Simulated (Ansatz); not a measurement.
**An N–C split interstitial in diamond C, 65 atoms, charge +1**

Aim: let the atoms about the defect relax, then find its formation energy and its levels in the gap by PBEsol, HSE06 and r²SCAN.

Method: density functional theory in Ansatz 0.2.0, PAW datasets, plane waves.

## Step 1: The system as built

65 atoms (64 C, 1 N); a = 7.108 Å, b = 7.108 Å, c = 7.108 Å, α = 90.00°, β = 90.00°, γ = 90.00°. All atoms were shaken off their sites by about 0.02 Å along each axis. Defect site 1: (0.500, 0.500, 0.500).

Steps to follow: (2) PBEsol relaxation at the single k point (¼, ¼, ¼), on 1 × NVIDIA GB300 Max-Q with 8 threads of Arm Neoverse-V2; (3) HSE06 single point at the single k point (¼, ¼, ¼), on 1 × NVIDIA GB300 Max-Q with 8 threads of Arm Neoverse-V2; (4) r²SCAN single point at the single k point (¼, ¼, ¼), on 1 × NVIDIA GB300 Max-Q with 8 threads of Arm Neoverse-V2.

## Step 2: Relaxing the atoms with PBEsol

Contents of in.yaml:

```yaml
crystal:
  lattice:
    - [7.107606, 0.000000, 0.000000]
    - [0.000000, 7.107606, 0.000000]
    - [0.000000, 0.000000, 7.107606]
  atoms:
    - { symbol: C, position: [0.000840, 0.007268, 0.000733] }
    - { symbol: C, position: [0.001863, 0.007338, 0.493798] }
    - { symbol: C, position: [0.998516, 0.498922, 0.005926] }
    - { symbol: C, position: [0.998144, 0.500151, 0.498348] }
    - { symbol: C, position: [0.501732, 0.000151, 0.997530] }
    - { symbol: C, position: [0.496614, 0.998431, 0.499203] }
    - { symbol: C, position: [0.499168, 0.501672, 0.002527] }
    - { symbol: C, position: [0.422402, 0.416123, 0.503138] }
    - { symbol: C, position: [0.125712, 0.126692, 0.125025] }
    - { symbol: C, position: [0.129616, 0.124526, 0.623080] }
    - { symbol: C, position: [0.126925, 0.625692, 0.123706] }
    - { symbol: C, position: [0.124272, 0.626738, 0.622713] }
    - { symbol: C, position: [0.628783, 0.127431, 0.123483] }
    - { symbol: C, position: [0.628589, 0.129966, 0.627181] }
    - { symbol: C, position: [0.623515, 0.627979, 0.123061] }
    - { symbol: C, position: [0.622025, 0.625437, 0.624144] }
    - { symbol: C, position: [0.252321, 0.248572, 0.998235] }
    - { symbol: C, position: [0.245985, 0.249816, 0.503769] }
    - { symbol: C, position: [0.251112, 0.750570, 0.993662] }
    - { symbol: C, position: [0.250369, 0.748292, 0.496160] }
    - { symbol: C, position: [0.751142, 0.251823, 0.004129] }
    - { symbol: C, position: [0.751384, 0.253867, 0.500166] }
    - { symbol: C, position: [0.746054, 0.754044, 0.001606] }
    - { symbol: C, position: [0.749384, 0.746364, 0.505146] }
    - { symbol: C, position: [0.376773, 0.369904, 0.124827] }
    - { symbol: C, position: [0.372263, 0.370655, 0.626890] }
    - { symbol: C, position: [0.375691, 0.876899, 0.125235] }
    - { symbol: C, position: [0.375157, 0.880167, 0.619334] }
    - { symbol: C, position: [0.877953, 0.378643, 0.122079] }
    - { symbol: C, position: [0.877099, 0.373229, 0.621997] }
    - { symbol: C, position: [0.868911, 0.876423, 0.123308] }
    - { symbol: C, position: [0.872083, 0.874276, 0.624334] }
    - { symbol: C, position: [0.247700, 0.000895, 0.248066] }
    - { symbol: C, position: [0.251423, 0.006117, 0.754637] }
    - { symbol: C, position: [0.251838, 0.499856, 0.249315] }
    - { symbol: C, position: [0.247819, 0.499973, 0.750314] }
    - { symbol: C, position: [0.746270, 0.000967, 0.248887] }
    - { symbol: C, position: [0.749413, 0.999208, 0.753828] }
    - { symbol: C, position: [0.747420, 0.501878, 0.250527] }
    - { symbol: C, position: [0.745612, 0.500474, 0.749248] }
    - { symbol: C, position: [0.374646, 0.121009, 0.380004] }
    - { symbol: C, position: [0.372046, 0.130213, 0.870438] }
    - { symbol: C, position: [0.374958, 0.622845, 0.373787] }
    - { symbol: C, position: [0.370033, 0.625676, 0.877303] }
    - { symbol: C, position: [0.878023, 0.125355, 0.380032] }
    - { symbol: C, position: [0.877074, 0.133689, 0.873921] }
    - { symbol: C, position: [0.882286, 0.622964, 0.377602] }
    - { symbol: C, position: [0.874695, 0.624255, 0.875736] }
    - { symbol: C, position: [0.995444, 0.247391, 0.252779] }
    - { symbol: C, position: [0.000798, 0.252523, 0.749885] }
    - { symbol: C, position: [0.999462, 0.752834, 0.250240] }
    - { symbol: C, position: [0.000635, 0.751827, 0.749614] }
    - { symbol: C, position: [0.502140, 0.248092, 0.251666] }
    - { symbol: C, position: [0.502826, 0.252741, 0.746258] }
    - { symbol: C, position: [0.499395, 0.754949, 0.246339] }
    - { symbol: C, position: [0.499134, 0.751246, 0.747930] }
    - { symbol: C, position: [0.124251, 0.371320, 0.372575] }
    - { symbol: C, position: [0.122307, 0.375332, 0.875554] }
    - { symbol: C, position: [0.123946, 0.875900, 0.374150] }
    - { symbol: C, position: [0.130409, 0.874074, 0.871498] }
    - { symbol: C, position: [0.624316, 0.376056, 0.377336] }
    - { symbol: C, position: [0.625474, 0.374008, 0.875961] }
    - { symbol: C, position: [0.623427, 0.876230, 0.377356] }
    - { symbol: C, position: [0.624793, 0.880026, 0.874881] }
    - { symbol: N, position: [0.580875, 0.577649, 0.500007] }
  symmetry: { detect: false }
kpoints:
  mp_grid: { grid: [1, 1, 1], shift: [0.25, 0.25, 0.25] }
hamiltonian:
  xc: pbesol
total_charge: 1
scf:
  occupations: { method: fermi_dirac, width: 0.01 }
relax:
  f_tol: 0.03
  max_steps: 80
  escape_saddle: false
  adjacent_minimum: "off"
output:
  forces: true
  eigenvalues: true
  populations: true
  charged_corrections: { epsilon: 5.7 }
```

On the command line:

```bash
ansatz run in.yaml --threads 8 --pin off --max-ram 76000MiB --runs-dir r --events-out ev --progress --plain --backend cuda --devices 0,
```

After this run come: HSE06 on the final geometry; r²SCAN single point.

Q: Predict the outcome of this session. Wanted: for each run, formation energy; host gap; top filled to lowest empty.

The runs gave:

| level | time | formation energy (eV) | host gap (eV) | top filled to lowest empty (eV) |
| --- | --- | --- | --- | --- |
| PBEsol, relaxation | 18 s (GPU) | 9.34 | 4.36 | 0.83 |
| HSE06 | 10 s (GPU) | 9.32 | 5.78 | 2.17 |
| r²SCAN | 3.5 s (GPU) | 10.01 | 4.69 | 1.15 |

| quantity | value |
| --- | --- |
| relaxation | 16 recorded steps, 21.99 eV gained |
| largest shift | 0.62 Å (N65) |

The relaxation lowers the energy by 21.99 eV; the largest shift is 0.62 Å (N65). The formation energy at E_F = VBM goes from 9.34 eV (PBEsol) to 10.01 eV (r²SCAN), as the host gap goes from 4.36 to 4.69 eV. The reservoirs are the elements' reference phases; where the defect changes the composition, the value depends on that choice. r²SCAN puts 2 localised levels over 0.1 eV inside the gap, at 0.11 (filled), 1.26 (empty) eV, the tightest of them shared by about 4 atoms. Those within 0.2 eV of an edge lie within the error of lining up the edges. Exact exchange costs time: HSE06 ran about 3 times as long as r²SCAN on the same kind of device. The host's edges were read at Γ, so band-like levels at this k point need not coincide with them. One k point and a cell of this size can leave errors of several tenths of an eV. The dielectric constant of 5.7 in the correction is an assumed value.
